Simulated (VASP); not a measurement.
# RbBr (Fm-3m) in VASP: further runs

The runs below take RbBr through single point, with r2SCAN.

Program: VASP 6.6.1. These are calculated values, not measurements. Logs are shortened: lines on timing, memory, paths and dates and some standing lists are left out, and cuts for length are marked.

## Step 1: The structure

It takes space group Fm-3m (No. 225, cubic). The conventional cell has a = 6.854 Å, b = 6.854 Å, c = 6.854 Å, α = 90.00°, β = 90.00°, γ = 90.00°. Rb (site symmetry m-3m) has 6 Br at 3.43 Å as nearest neighbours. Br (site symmetry m-3m) is surrounded by 6 Rb at 3.43 Å.

## Step 2: Single point, r2SCAN

INCAR reads:

```
PREC     = Low            # precision mode
ENCUT    = 400            # plane-wave cutoff, eV
EDIFF    = 1E-6           # SCF threshold, eV
ISMEAR   = 0              # smearing method
SIGMA    = 0.05           # smearing width, eV
LREAL    = False          # projectors in reciprocal space
LASPH    = True           # aspherical terms in the spheres
NELM     = 100            # most SCF steps
ALGO     = Normal         # electronic algorithm
ISIF     = 2              # what is computed and relaxed
LWAVE    = False          # write WAVECAR
LCHARG   = False          # write CHGCAR
METAGGA  = R2SCAN         # meta-GGA
LMIXTAU  = True         
NBANDS   = 15             # bands
ADDGRID  = False
```

KPOINTS reads:

```
Automatic mesh
0
Gamma
  6 6 6
```

POSCAR reads:

```
RbBr
1.0
    0.0000000000      3.4270000000      3.4270000000
    3.4270000000      0.0000000000      3.4270000000
    3.4270000000      3.4270000000      0.0000000000
Rb Br
1 1
Direct
   -0.0027730000      0.0260310000     -0.0127250000
    0.5081730000      0.5251300000      0.4723360000
```

Potentials or basis: VASP PAW PBE potentials, release 64 (Rb_sv, Br).

Started as:

```bash
> cat potpaw_PBE.64/Rb_sv/POTCAR potpaw_PBE.64/Br/POTCAR > POTCAR
> mpirun -np 1 vasp_std > vasp.out
```

OUTCAR:

```text
PREC = Low
   ENCUT = 400
   EDIFF = 1E-6
   ISMEAR = 0
   LREAL = False
   LASPH = True
   NELM = 100
   ISIF = 2
   METAGGA = R2SCAN

 Found    112 irreducible k-points:

 Following reciprocal coordinates:
            Coordinates               Weight
  0.000000  0.000000  0.000000      1.000000
  0.166667  0.000000  0.000000      2.000000
  0.000000  0.166667  0.000000      2.000000
  0.000000  0.000000  0.166667      2.000000
  0.166667  0.166667  0.166667      2.000000
  0.333333  0.000000  0.000000      2.000000
   k-points           NKPTS =    112   k-points in BZ     NKDIM =    112   number of bands    NBANDS=     15
   number of dos      NEDOS =    301   number of ions     NIONS =      2
   total plane-waves  NPLWV =  13824
   dimension x,y,z NGX =    24 NGY =   24 NGZ =   24
   dimension x,y,z NGXF=    28 NGYF=   28 NGZF=   28
   ions per type =               1   1
   NGX,Y,Z   is equivalent  to a cutoff of   8.23,  8.23,  8.23 a.u.
   NGXF,Y,Z  is equivalent  to a cutoff of   9.60,  9.60,  9.60 a.u.
 SYSTEM =  unknown system
   PREC   = low       normal or accurate (medium, high low for compatibility)
   ISTART =      0    job   : 0-new  1-cont  2-samecut
   ICHARG =      2    charge: 1-file 2-atom 10-const
   ISPIN  =      1    spin polarized calculation?
   LNONCOLLINEAR =      F non collinear calculations
   LSORBIT =      F    spin-orbit coupling
   LASPH  =      T    aspherical Exc in radial PAW
   ENCUT  =  400.0 eV  29.40 Ry    5.42 a.u.   7.90  7.90  7.90*2*pi/ulx,y,z
   NELM   =    100;   NELMIN=  2; NELMDL= -5     # of ELM steps
   EDIFF  = 0.1E-05   stopping-criterion for ELM
   LREAL  =      F    real-space projection
   EDIFFG = 0.1E-04   stopping-criterion for IOM
   NSW    =      0    number of steps for IOM
   IBRION =     -1    ionic relax: 0-MD 1-quasi-New 2-CG
   NFREE  =      0    steps in history (QN), initial steepest desc. (CG)
   ISIF   =      2    stress and relaxation
   ISYM   =      2    0-nonsym 1-usesym 2-fastsym
   POTIM  = 0.5000    time-step for ionic-motion
   TEBEG  =    0.0;   TEEND  =   0.0 temperature during run
   PSTRESS=    0.0 pullay stress
   NELECT =      16.0000    total number of electrons
   NUPDOWN=      -1.0000    fix difference up-down
   EMIN   =  10.00;   EMAX   =-10.00  energy-range for DOS
   EFERMI =   0.00;   METHOD = LEGACY
   ISMEAR =     0;   SIGMA  =   0.05  broadening in eV -4-tet -1-fermi 0-gaus
   EFERMI_NEDOS =   21; number of points for ismear=-14 and -15
   IALGO  =     38    algorithm
   IMIX   =      4    mixing-type and parameters
     AMIX     =   0.40;   BMIX     =  1.00
     AMIX_MAG =   1.60;   BMIX_MAG =  1.00
  volume/ion in A,a.u.               =      40.25       271.61
  Fermi-wavevector in a.u.,A,eV,Ry     =   0.955412  1.805467 12.419564  0.912812
  Thomas-Fermi vector in A             =   2.084247
   LORBIT       =      0    0 simple, 1 ext, 2 COOP (PROOUT), +10 PAW based schemes
   METAGGA = R2SCAN    functional components
   LHFCALC =     F    Hartree Fock is set to
   AEXX    =    0.0000 exact exchange contribution
   IVDW    =     0    specifies the selected vdW correction
   LEPSILON=     F    determine dielectric tensor
   LRPA    =     F    only Hartree local field effects (RPA)
 non-spin polarized calculation
 Gauss-broadening in eV      SIGMA  =   0.05
  energy-cutoff  :      400.00
  volume of cell :       80.50
 maximum number of plane-waves:      1484
   NGX = 15   NGY = 15   NGZ = 15

 number of electron      15.9999946 magnetization

 Free energy of the ion-electron system (eV)
  ---------------------------------------------------
  ext. energy  EPLUGINS =         0.00000000
  ---------------------------------------------------
  free energy    TOTEN  =       -31.14866955 eV

  energy without entropy =      -31.14866955  energy(sigma->0) =      -31.14866955

 E-fermi :  -1.9461     XC(G=0):  -7.6308

 val. band max:       -2.1595396779   @ k =   0.0000   0.0000   0.0000
 cond. band min:       2.8108333248   @ k =   0.0000   0.0000   0.0000
 fundamental gap:      4.9703730027
 Fermi energy:        -1.9460617763

 k-point     1 :       0.0000    0.0000    0.0000
  band No.  band energies     occupation
      1     -27.3123      2.00000
      2     -14.7726      2.00000
      3     -10.8422      2.00000
      4     -10.8417      2.00000
      5     -10.8415      2.00000
      6      -2.1606      2.00000
      7      -2.1600      2.00000
      8      -2.1595      2.00000
      9       2.8108      0.00000
     10       5.7217      0.00000
     11       5.7253      0.00000
     12       5.7294      0.00000
     13       6.7950      0.00000
     14       6.7991      0.00000
     15       9.1766      0.00000

 k-point     2 :       0.1667    0.0000    0.0000
  band No.  band energies     occupation
      1     -27.3099      2.00000
      2     -14.7833      2.00000
      3     -10.8442      2.00000
      4     -10.8436      2.00000
      5     -10.8274      2.00000
      6      -2.4516      2.00000
      7      -2.2520      2.00000
      8      -2.2516      2.00000
      9       3.4429      0.00000
     10       5.5368      0.00000
     11       6.0622      0.00000
     12       6.0674      0.00000
     13       7.2155      0.00000
     14       7.2186      0.00000
     15      10.2573      0.00000

 k-point     3 :       0.0000    0.1667    0.0000
  band No.  band energies     occupation
      1     -27.3099      2.00000
      2     -14.7834      2.00000
      3     -10.8448      2.00000
      4     -10.8434      2.00000
      5     -10.8270      2.00000
      6      -2.4516      2.00000
      7      -2.2522      2.00000
      8      -2.2507      2.00000
      9       3.4430      0.00000
     10       5.5323      0.00000
     11       6.0627      0.00000
     12       6.0672      0.00000
     13       7.2156      0.00000
     14       7.2227      0.00000
     15      10.2570      0.00000

 k-point     4 :       0.0000    0.0000    0.1667
  band No.  band energies     occupation
      1     -27.3099      2.00000
      2     -14.7832      2.00000
      3     -10.8440      2.00000
      4     -10.8434      2.00000
      5     -10.8279      2.00000
      6      -2.4514      2.00000
      7      -2.2524      2.00000
      8      -2.2518      2.00000
      9       3.4429      0.00000
     10       5.5406      0.00000
     11       6.0633      0.00000
     12       6.0660      0.00000
     13       7.2136      0.00000
     14       7.2168      0.00000
     15      10.2576      0.00000

 k-point     5 :       0.1667    0.1667    0.1667
  band No.  band energies     occupation
      1     -27.3099      2.00000
      2     -14.7834      2.00000
      3     -10.8446      2.00000
      4     -10.8434      2.00000
      5     -10.8271      2.00000
      6      -2.4517      2.00000
      7      -2.2521      2.00000
      8      -2.2508      2.00000
      9       3.4430      0.00000
     10       5.5330      0.00000
     11       6.0626      0.00000
     12       6.0674      0.00000
     13       7.2156      0.00000
     14       7.2219      0.00000
     15      10.2570      0.00000

 k-point     6 :       0.3333    0.0000    0.0000
  band No.  band energies     occupation
      1     -27.3050      2.00000
      2     -14.8044      2.00000
      3     -10.8472      2.00000
      4     -10.8467      2.00000
      5     -10.8009      2.00000
      6      -2.9263      2.00000
      7      -2.4250      2.00000
      8      -2.4246      2.00000
      9       4.6460      0.00000
     10       5.6764      0.00000
     11       7.0138      0.00000
     12       7.0172      0.00000
     13       8.2563      0.00000
     14       8.2600      0.00000
     15      10.2817      0.00000

 [... further k-points ...]

------------------------ aborting loop because EDIFF is reached ----------------------------------------

  FORCE on cell =-STRESS in cart. coord.  units (eV):
  Direction    XX          YY          ZZ          XY          YZ          ZX
  --------------------------------------------------------------------------------------
  -------------------------------------------------------------------------------------
  Total        0.2672799      0.2360658      0.2493962     -0.0026339      0.0015485      0.0048358
  in kB        5.3199131      4.6986303      4.9639572     -0.0524258      0.0308217      0.0962511
  external PRESSURE =       4.9941669 kB  Pullay stress =       0.0000000 kB

 VOLUME and BASIS-vectors are now :
 -----------------------------------------------------------------------------
  energy-cutoff  :      400.00
  volume of cell :       80.50
      direct lattice vectors                 reciprocal lattice vectors
     0.000000000  3.427000000  3.427000000    -0.145900204  0.145900204  0.145900204
     3.427000000  0.000000000  3.427000000     0.145900204 -0.145900204  0.145900204
     3.427000000  3.427000000  0.000000000     0.145900204  0.145900204 -0.145900204

 POSITION                                       TOTAL-FORCE (eV/Angst)
 -----------------------------------------------------------------------------------
      3.47260      6.80089      3.50671        -0.074818     -0.022158      0.047386
      3.41832      3.36020      3.54113         0.074818      0.022158     -0.047386
 -----------------------------------------------------------------------------------
    total drift:                                0.004448      0.006981     -0.003738

  FREE ENERGIE OF THE ION-ELECTRON SYSTEM (eV)
  ---------------------------------------------------
  free  energy   TOTEN  =       -31.1486695544 eV

  energy  without entropy=      -31.1486695543  energy(sigma->0) =      -31.14866955
```

Run time: 2.2 min. Hardware: 1 thread of Intel Xeon Platinum 8375C at 2.90GHz (Ice Lake), shared host; peak memory 0.19 GiB.

The run converged, but some of its settings lie outside the range that counts as converged, so its numbers aren't taken as properties of the crystal.

Results:

| Item | Value |
| --- | --- |
| Free energy | -31.1487 eV |
| Pressure | 0.5 GPa |
| Largest force | 0.091 eV/Å |
| Band gap on the k mesh | 4.97 eV, direct |

Caveat: the PAW data sets were made with another functional, which shifts forces and pressure a little.

## Step 3: Single point, r2SCAN

INCAR, as its differences from that of step 2:

```diff
@@ -1,2 +1,2 @@
-PREC     = Low            # precision mode
+PREC     = Normal         # precision mode
 ENCUT    = 400            # plane-wave cutoff, eV
```

KPOINTS is that of step 2.

POSCAR reads:

```
RbBr
1.0
    0.0000000000      3.4270000000      3.4270000000
    3.4270000000      0.0000000000      3.4270000000
    3.4270000000      3.4270000000      0.0000000000
Rb Br
1 1
Direct
    0.0000000000      0.0000000000      0.0000000000
    0.5000000000      0.5000000000      0.5000000000
```

Potentials or basis: VASP PAW PBE potentials, release 64 (Rb_sv, Br).

Started as:

```bash
> cat potpaw_PBE.64/Rb_sv/POTCAR potpaw_PBE.64/Br/POTCAR > POTCAR
> mpirun -np 1 vasp_std > vasp.out
```

OUTCAR:

```text
PREC = Normal
   ENCUT = 400
   EDIFF = 1E-6
   ISMEAR = 0
   LREAL = False
   LASPH = True
   NELM = 100
   ISIF = 2
   METAGGA = R2SCAN

 Found     16 irreducible k-points:

 Following reciprocal coordinates:
            Coordinates               Weight
  0.000000  0.000000  0.000000      1.000000
  0.166667  0.000000  0.000000      8.000000
  0.333333  0.000000  0.000000      8.000000
  0.500000  0.000000  0.000000      4.000000
  0.166667  0.166667  0.000000      6.000000
  0.333333  0.166667  0.000000     24.000000
   k-points           NKPTS =     16   k-points in BZ     NKDIM =     16   number of bands    NBANDS=     15
   number of dos      NEDOS =    301   number of ions     NIONS =      2
   total plane-waves  NPLWV =  13824
   dimension x,y,z NGX =    24 NGY =   24 NGZ =   24
   dimension x,y,z NGXF=    48 NGYF=   48 NGZF=   48
   ions per type =               1   1
   NGX,Y,Z   is equivalent  to a cutoff of   8.23,  8.23,  8.23 a.u.
   NGXF,Y,Z  is equivalent  to a cutoff of  16.47, 16.47, 16.47 a.u.
 SYSTEM =  unknown system
   PREC   = normal    normal or accurate (medium, high low for compatibility)
   ISTART =      0    job   : 0-new  1-cont  2-samecut
   ICHARG =      2    charge: 1-file 2-atom 10-const
   ISPIN  =      1    spin polarized calculation?
   LNONCOLLINEAR =      F non collinear calculations
   LSORBIT =      F    spin-orbit coupling
   LASPH  =      T    aspherical Exc in radial PAW
   ENCUT  =  400.0 eV  29.40 Ry    5.42 a.u.   7.90  7.90  7.90*2*pi/ulx,y,z
[... 72 lines left out ...]
     14       6.7919      0.00000
[... 77 lines left out ...]
      2     -14.7837      2.00000
      3     -10.8711      2.00000
      4     -10.8681      2.00000
      5     -10.8296      2.00000
      6      -2.8116      2.00000
      7      -2.3710      2.00000
      8      -2.3215      2.00000
      9       4.5025      0.00000
     10       4.9189      0.00000
     11       7.1957      0.00000
     12       7.3797      0.00000
     13       7.6129      0.00000
     14       8.2550      0.00000
     15      10.4254      0.00000

 [... further k-points ...]

------------------------ aborting loop because EDIFF is reached ----------------------------------------

  FORCE on cell =-STRESS in cart. coord.  units (eV):
  Direction    XX          YY          ZZ          XY          YZ          ZX
  --------------------------------------------------------------------------------------
  -------------------------------------------------------------------------------------
  Total        0.2359478      0.2359478      0.2359478      0.0000000     -0.0000000     -0.0000000
  in kB        4.6962824      4.6962824      4.6962824      0.0000000     -0.0000000     -0.0000000
  external PRESSURE =       4.6962824 kB  Pullay stress =       0.0000000 kB

 VOLUME and BASIS-vectors are now :
 -----------------------------------------------------------------------------
  energy-cutoff  :      400.00
  volume of cell :       80.50
      direct lattice vectors                 reciprocal lattice vectors
     0.000000000  3.427000000  3.427000000    -0.145900204  0.145900204  0.145900204
     3.427000000  0.000000000  3.427000000     0.145900204 -0.145900204  0.145900204
     3.427000000  3.427000000  0.000000000     0.145900204  0.145900204 -0.145900204

 POSITION                                       TOTAL-FORCE (eV/Angst)
 -----------------------------------------------------------------------------------
      0.00000      0.00000      0.00000         0.000000      0.000000      0.000000
      3.42700      3.42700      3.42700        -0.000000     -0.000000     -0.000000
 -----------------------------------------------------------------------------------
    total drift:                                0.000000     -0.000000     -0.000000

  FREE ENERGIE OF THE ION-ELECTRON SYSTEM (eV)
  ---------------------------------------------------
  free  energy   TOTEN  =       -31.1515115192 eV

  energy  without entropy=      -31.1515115192  energy(sigma->0) =      -31.15151152
```

OSZICAR:

```text
N       E                     dE             d eps       ncg     rms          rms(c)
DAV:   1     0.428333379444E+02    0.42833E+02   -0.58408E+03   480   0.752E+02
DAV:   2    -0.307930192239E+02   -0.73626E+02   -0.67314E+02   696   0.151E+02
DAV:   3    -0.355979900161E+02   -0.48050E+01   -0.47771E+01   656   0.391E+01
[... 12 lines left out ...]
DAV:  16    -0.311514895964E+02   -0.71361E-04   -0.78282E-05   522   0.695E-02    0.473E-03
DAV:  17    -0.311515061324E+02   -0.16536E-04   -0.79319E-06   515   0.248E-02    0.361E-03
DAV:  18    -0.311515037539E+02    0.23785E-05   -0.61114E-06   515   0.269E-02    0.281E-03
DAV:  19    -0.311515111296E+02   -0.73757E-05   -0.30844E-06   494   0.162E-02    0.461E-04
DAV:  20    -0.311515115192E+02   -0.38962E-06   -0.13245E-07   485   0.310E-03
   1 F= -.31151512E+02 E0= -.31151512E+02  d E =-.357478E-11
```

stdout:

```text
POSCAR found type information on POSCAR RbBr
 POSCAR found :  2 types and       2 ions
 scaLAPACK will be used
 -----------------------------------------------------------------------------
|                                                                             |
|                                                                             |
|     You enforced a specific xc type in the INCAR file but a different       |
|     I HOPE YOU KNOW WHAT YOU ARE DOING!                                     |
|                                                                             |
 -----------------------------------------------------------------------------

 LDA part: xc-table for (None), standard interpolation
 POSCAR, INCAR and KPOINTS ok, starting setup
 FFT: planning ... GRIDC
 FFT: planning ... GRID_SOFT
 FFT: planning ... GRID
 WAVECAR not read
 entering main loop
```

It took 36 s on 1 thread of Intel Xeon Platinum 8375C at 2.90GHz (Ice Lake), shared host; peak memory 0.15 GiB.

The run converged, but some of its settings lie outside the range that counts as converged, so its numbers aren't taken as properties of the crystal.

Results:

| Item | Value |
| --- | --- |
| Free energy | -31.1515 eV |
| Pressure | 0.5 GPa |
| Band gap on the k mesh | 4.97 eV, direct |

Caveat: the PAW data sets were made with another functional, which shifts forces and pressure a little.
